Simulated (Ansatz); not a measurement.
H2O on the (100) surface of ZnO, space group P6_3mc (No. 186), its top face closed with OH (H on the anions), its bottom face bare (top face towards +c; held atoms: 1, 2, 3, 4, 5, 6, 7, 8, 9, 10, 11, 12, 13, 14, 15, 16), one molecule per 34.2 Å². Starting structure (heteroatom down, lowest atom O over a hollow over H site; the molecule's atoms stand last):

```
CELL_PARAMETERS angstrom
6.50949 0.00000 0.00000
0.00000 5.25642 0.00000
0.00000 0.00000 27.39431
ATOMIC_POSITIONS crystal
Zn 0.50000 0.99838 0.29203
Zn 0.00000 0.99838 0.29203
O 0.50000 0.61952 0.29203
O 0.00000 0.61952 0.29203
Zn 0.75000 0.49838 0.32633
Zn 0.25000 0.49838 0.32633
O 0.75000 0.11952 0.32633
O 0.25000 0.11952 0.32633
Zn 0.75000 0.99838 0.39492
Zn 0.25000 0.99838 0.39492
O 0.75000 0.61952 0.39492
O 0.25000 0.61952 0.39492
Zn 0.00000 0.49838 0.42922
Zn 0.50000 0.49838 0.42922
O 0.00000 0.11952 0.42922
O 0.50000 0.11952 0.42922
Zn 0.00216 0.99222 0.49690
Zn 0.50216 0.99222 0.49690
O 0.99905 0.61623 0.49788
O 0.49905 0.61623 0.49788
Zn 0.25049 0.51194 0.53685
Zn 0.75049 0.51194 0.53685
O 0.25190 0.12860 0.53242
O 0.75190 0.12860 0.53242
O 0.25510 0.75436 0.59020
O 0.75510 0.75436 0.59020
H 0.12704 0.74622 0.60855
H 0.62704 0.74622 0.60855
H 0.25129 0.99820 0.56218
H 0.75129 0.99820 0.56218
O 0.25129 0.99820 0.67206
H 0.13162 0.98309 0.69419
H 0.37097 0.01330 0.69419
```

Level of theory: DFT PBE+D3(BJ), scalar-relativistic, plane waves, PAW in Ansatz 0.2.0. Cutoff 420 eV; k points 3×3×1 on the computed 33-atom cell (Γ-centred); Gaussian smearing, width 0.05 eV; no spin polarisation. The cell repeats along c with a dipole correction in the vacuum.

E_ads is per molecule, from the clean relaxed slab and the free relaxed molecule; negative means bound; no zero-point or thermal terms, forces under 0.04 eV/Å, and the free molecule is spin-polarised where open-shell. Heights count from the highest slab atom.

Task: How strongly does it adsorb?

Result: -0.69 eV.

Task: Does the molecule survive, and how close does it come to the surface?

Result: It stays whole. Its lowest atom lies 0.54 Å over the highest slab atom; shortest contacts H–O 1.65 Å.

Task: How does the dipole along +c change?

Result: The dipole changes by -0.010 e·Å a cell.

Each end is the local minimum that its start leads to.